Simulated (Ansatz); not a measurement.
System: wurtzite BeO. Method: BLYP (Ansatz, an electronic-structure program, plane waves, PAW).

Run with plane-wave cutoff 520 eV, 18×18×8 k mesh (along the axes of the cell as run), Fermi–Dirac smearing 0.01 eV, scalar-relativistic PAW data made under PBE.

Cell (relaxed at this level):

Space group P6₃mc (No. 186); a = b = 2.7247 Å, c = 4.4291 Å, α = β = 90.00°, γ = 120.00°

```tsv
atom	site	symmetry	x	y	z
Be	2b	3m.	0.3333	0.6667	0.0001
O	2b	3m.	0.3333	0.6667	0.3779
```

Predict the bulk modulus B0, band gap, width of the whole s-p valence band and pressure derivative B′ of the bulk modulus.


* **bulk modulus B0**: 204 GPa
* **band gap**: 7.66 eV (direct)
* **width of the whole s-p valence band**: 18.38 eV
* **pressure derivative B′ of the bulk modulus**: 3.7

Measured, for comparison: band gap 11.29 eV (zero-point renormalisation of 699 meV (computed, non-adiabatic AHC, without the lattice-expansion part) added back here; inputs from Miglio et al. (2020), arXiv:2011.12765); bulk modulus 212 GPa (room temperature, no zero-point or thermal correction, K' fixed at 4, our sources range from 212 to 224; as tabulated in High-pressure and high-temperature crystal chemistry of beryllium oxide (Scilit …). Computed (rounded) less measured: band gap -3.63 eV, bulk modulus -4 % (-4 % to -9 % over the range).

Note: the bulk modulus comes from volumes at which shape and atoms were relaxed.

Computed values are for the static lattice.

Computing time: very roughly 110 core-seconds.
